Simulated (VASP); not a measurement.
A run of VASP 6.6.1 is set up as follows.

INCAR

```
PREC = Accurate ; ENCUT = 520
EDIFF = 1E-6 ; ISMEAR = 0
SIGMA = 0.15 ; LREAL = False
LASPH = True ; NELM = 100
ALGO = Fast ; ISIF = 2
LWAVE = False ; LCHARG = False
GGA = PE ; IVDW = 12
NBANDS = 8
```

File KPOINTS:

```
regular mesh
0
Gamma
  33 33 14
```

Contents of POSCAR:

```
B
1.0
    1.7024335758      0.0000000000      0.0000000000
   -0.8512167879      1.5296388771      0.0000000000
    0.0000000000      0.0000000000      3.6354228500
B
1
Direct
    0.0000000000      0.0000000000      0.0000000000
```

Potentials or basis: VASP PAW PBE potentials, release 64 (B).

Run with:

```bash
$ cat potpaw_PBE.64/B/POTCAR > POTCAR
$ mpirun -np 1 vasp_std > vasp.out
```

(1) Estimate the band gap on the k mesh.

(2) What does it give for the pressure?

## Answers

(1) none (metal or under the smearing width).

(2) -8.3 GPa.

Caveat: pairwise dispersion overbinds metals, which lowers pressure and volume.
